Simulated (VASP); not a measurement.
## InSb in VASP 6.6.1, single-point calculation

INCAR

```
ISMEAR = -1
IBRION = -1
SIGMA = 0.02
LWAVE = .FALSE.
NELM = 57
LCHARG = .FALSE.
PREC = Accurate
NSW = 0
GGA = AM
EDIFF = 1E-7
NBANDS = 16
LASPH = .TRUE.
LREAL = .FALSE.
ENCUT = 520
ISIF = 2
```

KPOINTS

```
KPOINTS created by Atomic Simulation Environment
0
Gamma
6 6 6
0 0 0
```

POSCAR

```
In Sb
 1.0000000000000000
     0.0000000000000000    3.2795130174999998    3.2467178874000000
     3.2795130174999998    0.0000000000000000    3.2467178874000000
     3.2795130174999998    3.2795130174999998    0.0000000000000000
 In  Sb
   1   1
Cartesian
  0.0000000000000000  0.0000000000000000  0.0000000000000000
  1.6397565087499997  1.6397565087499997  1.6233589436999996
```

The recommended PBE PAW datasets give the neutral cell 18 valence electrons.

Command

```
mpirun -np 1 vasp_std
```

**Question.** Predict the outcome of this run.

**Answer.** It converged. Results: gap between bands v and c on the k mesh 0.05 eV; least direct gap on the k mesh 0.05 eV; pressure 0.1 GPa. Band v is the last that the valence electrons fill when counted band by band, and c is the next.

OSZICAR

```
N       E                     dE             d eps       ncg     rms          rms(c)
DAV:   1     0.113305717903E+03    0.11331E+03   -0.78896E+03   960   0.110E+03
DAV:   2     0.246368525140E+00   -0.11306E+03   -0.10899E+03  1040   0.283E+02
DAV:   3    -0.705741920445E+01   -0.73038E+01   -0.72797E+01  1256   0.733E+01
DAV:   4    -0.726429748044E+01   -0.20688E+00   -0.20681E+00  1224   0.140E+01
DAV:   5    -0.727366608574E+01   -0.93686E-02   -0.93684E-02  1448   0.243E+00    0.377E+00
DAV:   6    -0.716364364846E+01    0.11002E+00   -0.17000E-01  1368   0.643E+00    0.216E+00
DAV:   7    -0.714733754478E+01    0.16306E-01   -0.71958E-02  1272   0.253E+00    0.596E-01
DAV:   8    -0.714885761378E+01   -0.15201E-02   -0.88024E-03  1160   0.102E+00    0.255E-01
DAV:   9    -0.714999013688E+01   -0.11325E-02   -0.15659E-03  1152   0.295E-01    0.780E-02
DAV:  10    -0.715003607163E+01   -0.45935E-04   -0.72420E-05  1312   0.545E-02    0.428E-02
DAV:  11    -0.715011807475E+01   -0.82003E-04   -0.15623E-04  1136   0.725E-02    0.277E-02
DAV:  12    -0.715011814973E+01   -0.74983E-07   -0.25674E-06  1256   0.972E-03    0.867E-03
DAV:  13    -0.715011941030E+01   -0.12606E-05   -0.38067E-06  1136   0.106E-02    0.557E-03
DAV:  14    -0.715011930308E+01    0.10722E-06   -0.12170E-07  1136   0.236E-03    0.157E-03
DAV:  15    -0.715011933569E+01   -0.32615E-07   -0.29222E-08   896   0.115E-03
   1 F= -.71501193E+01 E0= -.71499789E+01  d E =-.280921E-03
```

For comparison, a separate PBE run of the intended cell, on usual settings and not on those above, gives a gap of 0.05 eV on its mesh and a pressure of 1.9 GPa.
